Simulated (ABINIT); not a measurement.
# A GW chain in ABINIT: GaN (F-43m), part 2 of 3

Wanted: ground state, empty states, screening and self-energy for GaN (F-43m).

ABINIT 10.8.3; PBE and many-body steps on it, plane waves. Known limits of the many-body steps: not at the basis limit; no spin-orbit coupling.

So far. Step 2 (Ground state): The gap is direct, at Γ.

**3. Bands along the symmetry lines**

Level of this step: DFT, PBE, plane waves, norm-conserving pseudopotentials (ABINIT).

Levels along a band path, at the cheap level, show where the edges lie and whether the meshes to come will hold them.

run.abi

```
acell 3*1.0 Angstrom
rprim 
  0.000000000000 2.253500607500 2.253500607500
  2.253500607500 0.000000000000 2.253500607500
  2.253500607500 2.253500607500 0.000000000000
ntypat 2
znucl 31 7
natom 2
typat 1 2
xred 
  0.000000000000 0.000000000000 0.000000000000
  0.750000000000 0.750000000000 0.750000000000
pp_dirpath "pseudos"
pseudos "Ga.upf, N.upf"
ecut 45
iscf -2
irdden 1
kptopt 0
nkpt 50
kpt 
  0.00000000 0.00000000 0.00000000
  -0.06250000 -0.06250000 0.00000000
  -0.12500000 -0.12500000 0.00000000
  -0.18750000 -0.18750000 0.00000000
  -0.25000000 -0.25000000 0.00000000
  -0.31250000 -0.31250000 0.00000000
  -0.37500000 -0.37500000 0.00000000
  -0.43750000 -0.43750000 0.00000000
  -0.50000000 -0.50000000 0.00000000
  -0.48437500 -0.48437500 0.03125000
  -0.46875000 -0.46875000 0.06250000
  -0.45312500 -0.45312500 0.09375000
  -0.43750000 -0.43750000 0.12500000
  -0.42187500 -0.42187500 0.15625000
  -0.40625000 -0.40625000 0.18750000
  -0.39062500 -0.39062500 0.21875000
  -0.37500000 -0.37500000 0.25000000
  -0.37500000 0.00000000 0.37500000
  -0.32812500 0.00000000 0.32812500
  -0.28125000 0.00000000 0.28125000
  -0.23437500 0.00000000 0.23437500
  -0.18750000 0.00000000 0.18750000
  -0.14062500 0.00000000 0.14062500
  -0.09375000 0.00000000 0.09375000
  -0.04687500 0.00000000 0.04687500
  0.00000000 0.00000000 0.00000000
  0.00000000 0.00000000 0.06250000
  0.00000000 0.00000000 0.12500000
  0.00000000 0.00000000 0.18750000
  0.00000000 0.00000000 0.25000000
  0.00000000 0.00000000 0.31250000
  0.00000000 0.00000000 0.37500000
  0.00000000 0.00000000 0.43750000
  0.00000000 0.00000000 0.50000000
  -0.06250000 -0.03125000 0.46875000
  -0.12500000 -0.06250000 0.43750000
  -0.18750000 -0.09375000 0.40625000
  -0.25000000 -0.12500000 0.37500000
  -0.31250000 -0.15625000 0.34375000
  -0.37500000 -0.18750000 0.31250000
  -0.43750000 -0.21875000 0.28125000
  -0.50000000 -0.25000000 0.25000000
  -0.50000000 -0.28125000 0.21875000
  -0.50000000 -0.31250000 0.18750000
  -0.50000000 -0.34375000 0.15625000
  -0.50000000 -0.37500000 0.12500000
  -0.50000000 -0.40625000 0.09375000
  -0.50000000 -0.43750000 0.06250000
  -0.50000000 -0.46875000 0.03125000
  -0.50000000 -0.50000000 0.00000000
istwfk *1
nband 20
nbdbuf 2
tolwfr 1e-08
nstep 40
prtwf 0
prtvol 0
indata_prefix "in"
outdata_prefix "out"
tmpdata_prefix "tmp"
```

Run with:

```sh
OMP_NUM_THREADS=1 mpirun -n 4 abinit run.abi > log
```

Numbers of over 12 decimals in the logs are rounded to 6 here.

Output:

```text
.Version 10.8.3 of ABINIT. v10.8.2 released Aug 2026.

 Symmetries : space group F-4 3 m (#216); Bravais cF (face-center cubic)
[... echo of the input left out ...]
== DATASET  1 ==================================================================
-   mpi_nproc: 4, omp_nthreads: 1 (-1 if OMP is not activated)

--- !DatasetInfo
iteration_state: {dtset: 1, }
dimensions: {natom: 2, nkpt: 50, mband: 20, nsppol: 1, nspinor: 1, nspden: 1, mpw: 2252, }
cutoff_energies: {ecut:  45.0, pawecutdg:  -1.0, }
electrons: {nelect:   2.60000000E+01, charge:   0.00000000E+00, occopt:   1.00000000E+00, tsmear:   1.00000000E-02, }

 Real(R)+Recip(G) space primitive vectors, cartesian coordinates (Bohr,Bohr^-1):
 R(1)=  0.0000000  4.2584990  4.2584990  G(1)= -0.1174123  0.1174123  0.1174123
 R(2)=  4.2584990  0.0000000  4.2584990  G(2)=  0.1174123 -0.1174123  0.1174123
 R(3)=  4.2584990  4.2584990  0.0000000  G(3)=  0.1174123  0.1174123 -0.1174123
 Unit cell volume ucvol=  1.5445417E+02 bohr^3
 Angles (23,13,12)=  6.00000000E+01  6.00000000E+01  6.00000000E+01 degrees

 getcut: wavevector=  0.0000  0.0000  0.0000  ngfft=  40  40  40
         ecut(hartree)=     45.000   => boxcut(ratio)=   2.19947

--- Pseudopotential description ------------------------------------------------
- Ga Generated using ONCVPSP code by D. R. Hamann
- 31.00000  21.00000  171031                  znucl, zion, pspdat
12 -101130 2 -1 1902                          pspcod,pspxc,lmax,lloc,mmax
     nproj     2     2     2
  pspatm : epsatm=   21.85474337
         --- l  ekb(1:nproj) -->
             0    4.962806   -1.220223
             1   -5.679278   -1.350476
             2  -10.596651   -3.839775
 pspatm: atomic psp has been read  and splines computed

- N Generated using ONCVPSP code by D. R. Hamann
-  7.00000   5.00000  171031                  znucl, zion, pspdat
12 -101130 1 -1 1058                          pspcod,pspxc,lmax,lloc,mmax
     nproj     2     2     0
  pspatm : epsatm=    5.20977870
         --- l  ekb(1:nproj) -->
[...]
pspatm: atomic psp has been read  and splines computed

--------------------------------------------------------------------------------

================================================================================
 prteigrs : about to open file out_EIG
 Non-SCF case, kpt    1 (  0.00000  0.00000  0.00000), residuals and eigenvalues=
  6.16E-09  2.21E-09  5.89E-09  4.31E-09  6.48E-09  3.93E-09  9.46E-09  4.81E-09
  2.27E-09  9.65E-09  3.55E-09  4.77E-09  9.11E-09  1.89E-09  3.87E-09  4.61E-09
  3.44E-09  3.94E-09  2.71E-09  6.69E-07
 -4.9767E+00 -3.1639E+00 -3.1639E+00 -3.1639E+00 -3.3240E-01 -2.4568E-01
 -2.4568E-01 -2.4568E-01 -2.3446E-01 -2.3446E-01  2.5220E-01  2.5220E-01
  2.5220E-01  3.1643E-01  6.3289E-01  6.3289E-01  6.3289E-01  8.9971E-01
  9.4408E-01  9.4408E-01
 Non-SCF case, kpt    2 ( -0.06250 -0.06250  0.00000), residuals and eigenvalues=
[...]
9.2370E-01  9.5422E-01
 Non-SCF case, kpt    3 ( -0.12500 -0.12500  0.00000), residuals and eigenvalues=
[...]
6.02E-09  5.62E-09  1.91E-04  7.50E-04
[...]
9.7579E-01  9.8704E-01
[...]
Non-SCF case, kpt   49 ( -0.50000 -0.46875  0.03125), residuals and eigenvalues=
[...]
1.0535E+00  1.1667E+00
 Non-SCF case, kpt   50 ( -0.50000 -0.50000  0.00000), residuals and eigenvalues=
[...]
-2.3489E-01 -2.3489E-01 -2.3158E-01 -1.7018E-01  2.7425E-02  1.5326E-01
  1.5326E-01  3.7646E-01  4.9813E-01  6.8249E-01  7.6536E-01  7.6536E-01
  1.0510E+00  1.1645E+00

--- !ResultsGS
iteration_state: {dtset: 1, }
comment   : Summary of ground state results
lattice_vectors:
- [  0.0000000,   4.2584990,   4.2584990, ]
- [  4.2584990,   0.0000000,   4.2584990, ]
- [  4.2584990,   4.2584990,   0.0000000, ]
lattice_lengths: [   6.02243,    6.02243,    6.02243, ]
lattice_angles: [ 60.000,  60.000,  60.000, ] # degrees, (23, 13, 12)
lattice_volume:   1.5445417E+02
convergence: {deltae:  0.000E+00, res2:  0.000E+00, residm:  9.985E-09, diffor:  0.000E+00, }
etotal    :  -2.58718230E+02
entropy   :   0.00000000E+00
fermie    :   2.52201327E-01
cartesian_stress_tensor: null
pressure_GPa: null
xred      :
- [  0.0000E+00,   0.0000E+00,   0.0000E+00, Ga]
- [  7.5000E-01,   7.5000E-01,   7.5000E-01,  N]
cartesian_forces: null
force_length_stats: {min: null, max: null, mean: null, }

 Integrated electronic density in atomic spheres:
 ------------------------------------------------
 Atom  Sphere_radius  Integrated_density
[...]
================================================================================

 ----iterations are completed or convergence reached----

 Mean square residual over all n,k,spin=   45.208E-10; max=  99.852E-10
 reduced coordinates (array xred) for    2 atoms
       0.000000000000      0.000000000000      0.000000000000
       0.750000000000      0.750000000000      0.750000000000

 cartesian coordinates (angstrom) at end:
[...]
length scales=  1.889726125908  1.889726125908  1.889726125908 bohr
              =  1.000000000000  1.000000000000  1.000000000000 angstroms
 prteigrs : about to open file out_EIG
 Eigenvalues (hartree) for nkpt=  50  k points:
 kpt#   1, nband= 20, wtk=  1.00000, kpt=  0.0000  0.0000  0.0000 (reduced coord)
[...]
kpt#   2, nband= 20, wtk=  1.00000, kpt= -0.0625 -0.0625  0.0000 (reduced coord)
[...]
kpt#   3, nband= 20, wtk=  1.00000, kpt= -0.1250 -0.1250  0.0000 (reduced coord)
[...]
kpt#  49, nband= 20, wtk=  1.00000, kpt= -0.5000 -0.4687  0.0313 (reduced coord)
[...]
0.76058    0.76644    1.05353    1.16674
 kpt#  50, nband= 20, wtk=  1.00000, kpt= -0.5000 -0.5000  0.0000 (reduced coord)
  -4.97665   -3.16398   -3.16387   -3.16387   -0.29517   -0.24278   -0.23489   -0.23489
  -0.23158   -0.17018    0.02742    0.15326    0.15326    0.37646    0.49813    0.68249
   0.76536    0.76536    1.05095    1.16446

== END DATASET(S) ==============================================================
================================================================================

 -outvars: echo values of variables after computation  --------
            nband          20
             nkpt          50
          spgroup         216
 [... the other variables as echoed above ...]

 Calculation completed.
```

It took 11 s on 4 MPI ranks of Arm Neoverse V1, shared host; peak memory 0.27 GiB.

This step gave:

| Property | Result |
| --- | --- |
| gap | 1.748 eV |
| k of the valence top | 0, 0, 0 |
| k of the conduction bottom | 0, 0, 0 |
| least direct gap | 1.748 eV |

The gap is 1.748 eV, as in the run before at this level.

Electronic bands along the path, in eV, zero at the top of the highest filled band:

```tsv
point	band 10	band 11	band 12	band 13	band 14	band 15	band 16	band 17
Γ	-13.24	0.00	0.00	0.00	1.75	10.36	10.36	10.36
halfway	-13.02	-3.42	-1.48	-1.48	4.59	7.43	11.64	12.03
X	-11.49	-6.12	-2.69	-2.69	3.38	6.69	11.71	13.96
halfway	-11.42	-6.02	-3.33	-2.55	3.97	7.14	11.58	13.60
U	-11.34	-5.85	-4.24	-2.16	5.02	7.87	11.08	12.86
jump to K	-11.34	-5.85	-4.24	-2.16	5.02	7.87	11.08	12.86
halfway	-12.86	-4.19	-2.11	-0.53	5.23	8.52	9.65	11.19
Γ	-13.24	0.00	0.00	0.00	1.75	10.36	10.36	10.36
halfway	-13.16	-3.85	-0.52	-0.52	4.08	8.81	10.81	10.81
L	-11.94	-7.02	-0.96	-0.96	4.67	8.73	10.41	10.41
halfway	-11.62	-6.40	-2.99	-1.76	6.65	7.04	10.11	11.73
W	-11.22	-5.68	-3.68	-3.62	6.24	8.39	10.30	11.14
halfway	-11.35	-5.93	-3.20	-3.17	4.60	7.49	11.47	12.28
X	-11.49	-6.12	-2.69	-2.69	3.38	6.69	11.71	13.96
```

The electronic bands as a text plot (rows in eV, shown from -8.0 to 7.7 only):

```
    7.4 |     ++       +++  ++                       + +     ++
    6.8 |       +++++++     ++                        ++       ++
    6.1 |                  +  ++                     +  ++++
    5.5 |                       +                   +       +
    4.8 |     ++         ++                    +++++         +
    4.1 |    +  +++    ++        ++         +++               +
    3.5 |  ++      ++++            ++      +                   ++
    2.8 |                                ++
    2.2 | +                          +  +
    1.5 |+                            ++
    0.9 |
    0.2 |*                         ******
   -0.5 | ***                   ******  *******
   -1.1 |    *              **** **            *******
   -1.8 |  ** ****         *       **    **         * *
   -2.4 |    *    *********     *          *         * **       *
   -3.1 |             **      ** **                   *  *   ***
   -3.7 |     **        *   **              *          ******
   -4.4 |       **       ***    *
   -5.0 |         *           **             **
   -5.7 |          **  *******                 *        *******
   -6.4 |            **                              ***       **
   -7.0 |                                       *****
   -7.7 |
         Γ           X  U|K            Γ         L        W     X
```

**4. Empty states on the mesh, 6×6×6 mesh, 126 bands**

The sums over transitions need many empty states on a uniform mesh; this step solves for them.

run.abi

```
acell 3*1.0 Angstrom
rprim 
  0.000000000000 2.253500607500 2.253500607500
  2.253500607500 0.000000000000 2.253500607500
  2.253500607500 2.253500607500 0.000000000000
ntypat 2
znucl 31 7
natom 2
typat 1 2
xred 
  0.000000000000 0.000000000000 0.000000000000
  0.750000000000 0.750000000000 0.750000000000
pp_dirpath "pseudos"
pseudos "Ga.upf, N.upf"
ecut 45
ngkpt 6 6 6
nshiftk 1
shiftk 0 0 0
kptopt 1
chksymbreak 0
irdden 1
istwfk *1
nband 126
prtvol 0
optdriver 6
gwr_task "HDIAGO"
paral_kgb 0
occopt 1
indata_prefix "in"
outdata_prefix "out"
tmpdata_prefix "tmp"
```

Output:

```text
[banner, memory and clock lines left out]
.Version 10.8.3 of ABINIT. v10.8.2 released Aug 2026.

 Symmetries : space group F-4 3 m (#216); Bravais cF (face-center cubic)
[... echo of the input left out ...]
== DATASET  1 ==================================================================
-   mpi_nproc: 4, omp_nthreads: 1 (-1 if OMP is not activated)

--- !DatasetInfo
iteration_state: {dtset: 1, }
dimensions: {natom: 2, nkpt: 16, mband: 126, nsppol: 1, nspinor: 1, nspden: 1, mpw: 2252, }
cutoff_energies: {ecut:  45.0, pawecutdg:  -1.0, }
electrons: {nelect:   2.60000000E+01, charge:   0.00000000E+00, occopt:   1.00000000E+00, tsmear:   1.00000000E-02, }

.Using double precision arithmetic; gwpc =  8

- Reading GS density from: in_DEN

--- Pseudopotential description ------------------------------------------------
- Ga Generated using ONCVPSP code by D. R. Hamann
- 31.00000  21.00000  171031                  znucl, zion, pspdat
12 -101130 2 -1 1902                          pspcod,pspxc,lmax,lloc,mmax
     nproj     2     2     2
  pspatm : epsatm=   21.85474337
         --- l  ekb(1:nproj) -->
             0    4.962806   -1.220223
             1   -5.679278   -1.350476
             2  -10.596651   -3.839775
 pspatm: atomic psp has been read  and splines computed

- N Generated using ONCVPSP code by D. R. Hamann
-  7.00000   5.00000  171031                  znucl, zion, pspdat
12 -101130 1 -1 1058                          pspcod,pspxc,lmax,lloc,mmax
     nproj     2     2     0
  pspatm : epsatm=    5.20977870
         --- l  ekb(1:nproj) -->
             0    7.494509    0.636305
             1   -4.293905   -1.006988
 pspatm: atomic psp has been read  and splines computed

   7.03677574E+02                                ecore*ucvol(ha*bohr**3)

 Total charge density [el/Bohr^3]
)     Maximum=    6.4955E+00  at reduced coord.    0.9500    0.9750    0.9750
)     Minimum=    5.4195E-03  at reduced coord.    0.5000    0.5000    0.5000
   Integrated=    2.6000E+01

 === KS gaps after direct diagonalization ===
 Direct band gap semiconductor
 Fundamental gap:     1.748 (eV)
   VBM:     6.863 (eV) at k: [ 0.0000E+00,  0.0000E+00,  0.0000E+00]
   CBM:     8.611 (eV) at k: [ 0.0000E+00,  0.0000E+00,  0.0000E+00]
 Direct gap:         1.748 (eV) at k: [ 0.0000E+00,  0.0000E+00,  0.0000E+00]

== END DATASET(S) ==============================================================

 -outvars: echo values of variables after computation  --------
           etotal      0.0000000000E+00
            nband         126
             nkpt          16
          spgroup         216
 [... the other variables as echoed above ...]

 Calculation completed.
```

Run time: 42 s. Hardware: 4 MPI ranks; peak memory 1.3 GiB; 2.8 min of CPU time.

Numbers from this step:

| Item | Value |
| --- | --- |
| gap | 1.748 eV |
| k of the valence top | 0, 0, 0 |
| k of the conduction bottom | 0, 0, 0 |
| least direct gap | 1.748 eV |
| k points computed | 16 |
| lowest point of the top converged band, above the valence top | 138.4458 eV |

On this mesh the gap is 1.748 eV.

**5. Screening, 6×6×6 mesh, 118 bands, screening to 217.7 eV**

The RPA dielectric matrix is built and inverted for each q.

This step: RPA screening on PBE, plane waves, norm-conserving pseudopotentials.

run.abi: that of step 4 with these lines changed.

```diff
@@ -20,10 +20,11 @@
 chksymbreak 0
-irdden 1
 istwfk *1
-nband 126
-prtvol 0
-optdriver 6
-gwr_task "HDIAGO"
-paral_kgb 0
 occopt 1
+irdwfk 1
+optdriver 3
+nband 118
+ecuteps 8
+inclvkb 2
+awtr 1
+symchi 1
 indata_prefix "in"
```

Output:

```text
.Version 10.8.3 of ABINIT. v10.8.2 released Aug 2026.

 Symmetries : space group F-4 3 m (#216); Bravais cF (face-center cubic)
[... echo of the input left out ...]
== DATASET  1 ==================================================================
-   mpi_nproc: 4, omp_nthreads: 1 (-1 if OMP is not activated)

--- !DatasetInfo
iteration_state: {dtset: 1, }
dimensions: {natom: 2, nkpt: 16, mband: 118, nsppol: 1, nspinor: 1, nspden: 1, mpw: 2252, }
cutoff_energies: {ecut:  45.0, pawecutdg:  -1.0, }
electrons: {nelect:   2.60000000E+01, charge:   0.00000000E+00, occopt:   1.00000000E+00, tsmear:   1.00000000E-02, }

 SCREENING: Calculation of the susceptibility and dielectric matrices

 Based on a program developped by R.W. Godby, V. Olevano, G. Onida, and L. Reining.
 Incorporated in ABINIT by V. Olevano, G.-M. Rignanese, and M. Torrent.
.Using double precision arithmetic ; gwpc =  8

[... cell and pseudopotentials left out ...]
--------------------------------------------------------------------------------

 ==== K-mesh for the wavefunctions ====
 Number of points in the irreducible wedge :    16
[... list of points left out ...]
 Together with 24 symmetry operations and time-reversal symmetry
 yields   216 points in the full Brillouin Zone.

 ==== Q-mesh for the screening function ====
 Number of points in the irreducible wedge :    16
[... list of points left out ...]
 Together with 24 symmetry operations and time-reversal symmetry
 yields   216 points in the full Brillouin Zone.

 setmesh: FFT mesh size selected  =    25x   25x   25
          total number of points  =        15625

 vcoul_init : cutoff-mode = AUXILIARY_FUNCTION
 q-points for optical limit:   1
     1)      0.000010    0.000020    0.000030

- screening: taking advantage of time-reversal symmetry
- Maximum band index for partially occupied states nbvw = 13
- Remaining bands to be divided among processors   nbcw = 105
- Number of bands treated by each node ~26

 Number of electrons calculated from density =   26.0000; Expected =   26.0000
 average of density, n =  0.168335
 r_s =    1.1235
 omega_plasma =   39.5770 [eV]

 calculating chi0 at frequencies [eV] :
  1    0.000000E+00    0.000000E+00
  2    0.000000E+00    3.957696E+01

--------------------------------------------------------------------------------
  q-point number  1        q = ( 0.000000, 0.000000, 0.000000) [r.l.u.]
--------------------------------------------------------------------------------
[... chi0 elements left out ...]
 For q-point:  0.000010 0.000020 0.000030
  dielectric constant =   6.4108
  dielectric constant without local fields =   6.8738

  Average fulfillment of the sum rule on Im[epsilon] for q-point    1 :     55.85  [%]
[... wings left out ...]
  q-point number  2        q = ( 0.166667, 0.000000, 0.000000) [r.l.u.]
--------------------------------------------------------------------------------
[... chi0 elements left out ...]
  Average fulfillment of the sum rule on Im[epsilon] for q-point    2 :     67.79  [%]

 [... 14 further q-points ...]
```

Run time: 2.2 min. Hardware: 4 MPI ranks; peak memory 1 GiB; 8.6 min of CPU time.

This step gave:

- ε∞ with local fields, on this mesh, along the program's q direction: 6.411
- the same without local fields: 6.874
- plasma frequency: 39.58 eV
- plane waves in the screening matrix: 169

Local fields lower ε∞ by 7 %.

[end of part 2 of 3]

[Paths, hosts, dates, memory and timing lines, banners, echoed tables and standing remarks are left out of the program output.]

[Logs are printed without paths, hosts, clocks, repeated set-up lines and the standing remarks that a program may print on its own settings, such as how far it seeks lower states.]

[Runs of the session that timed out or met a known fault of the program may be left out.]

[Hosts, paths, dates, database ids (printed as entryN), source tags and the programs' standing remarks are cut or masked in the printed files.]

[G0W0 gaps are taken among the corrected bands and points alone; a level outside them can change the order at an edge.]

[Where Ansatz stands beside ABINIT at settings called matched, ABINIT's density can come from a denser mesh and the files from another edition; pairs whose starting gaps differed by over 0.03 eV were left out, so agreement reads better than it is.]
